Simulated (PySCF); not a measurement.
Runs of PySCF 2.14.0 on Pb. The structure is cubic, space group Fm-3m (No. 225). Conventional cell: a = 4.950 Å, b = 4.950 Å, c = 4.950 Å, α = 90.00°, β = 90.00°, γ = 90.00°. Pb (site symmetry m-3m) is surrounded by 12 Pb at 3.50 Å. 

```tsv
task	level	potentials or basis	k mesh	density cutoff	potentials	conv_tol	max_cycle	exxdiv	mesh quality	gap on the mesh (eV)	V0 of scaled cells (Å³/atom)	B0 (GPa)
atomic charges	PBE0	DZVP-MOLOPT-HYB/GTH-HYB (UZH) (potentials made for PBE0)	3 × 3 × 3	50 Ha	Pb GTH-HYB-q4	1e-07 Ha	60	ewald	coarse	none	-	-
atomic charges	PBE	DZVP-MOLOPT-HYB/GTH-HYB (UZH) (potentials made for PBE0)	3 × 3 × 3	50 Ha	Pb GTH-HYB-q4	1e-07 Ha	60	-	coarse	none	-	-
atomic charges	LDA	DZVP-MOLOPT-HYB/GTH-HYB (UZH) (potentials made for PBE0)	3 × 3 × 3	50 Ha	Pb GTH-HYB-q4	1e-07 Ha	60	-	coarse	none	-	-
atomic charges	r2SCAN	DZVP-MOLOPT-HYB/GTH-HYB (UZH) (potentials made for PBE0)	3 × 3 × 3	50 Ha	Pb GTH-HYB-q4	1e-07 Ha	60	-	coarse	none	-	-
equation of state	PBEsol	DZVP-MOLOPT-SR/GTH-PBE (potentials made for PBE)	9 × 9 × 9	58 Ha	Pb GTH-PBE-q4	-	-	-	not flagged	-	31.41	(a)
atomic charges	r2SCANh	DZVP-MOLOPT-HYB/GTH-HYB (UZH) (potentials made for PBE0)	3 × 3 × 3	50 Ha	Pb GTH-HYB-q4	1e-07 Ha	60	ewald	coarse	none	-	-
density of states	PBEsol	DZVP-MOLOPT-SR/GTH-PBE (potentials made for PBE)	9 × 9 × 9	58 Ha	Pb GTH-PBE-q4	1e-07 Ha	60	-	not flagged	none	-	-
equation of state	PBE	DZVP-MOLOPT-SR/GTH-PBE (potentials made for PBE)	9 × 9 × 9	58 Ha	Pb GTH-PBE-q4	-	-	-	not flagged	-	31.98	41
```

Alike in all rows: no spin polarisation; cell as given; smearing fermi-dirac 0.05 eV.

Q: Estimate the missing entries.

A: (a) 45.

Caveats: some runs use coarse meshes; the basis of atomic orbitals isn't converged, which shifts pressures, moduli and gaps; the potentials were made for another functional, which shifts forces and pressure (some runs); on so small a mesh gaps with full-range exact exchange can be off by tenths of an eV to over 1 eV (some runs).

A k mesh can miss the band edges, and the runs leave out spin-orbit coupling on Pb.

A gap of «none» marks a metal or a gap under the smearing width.
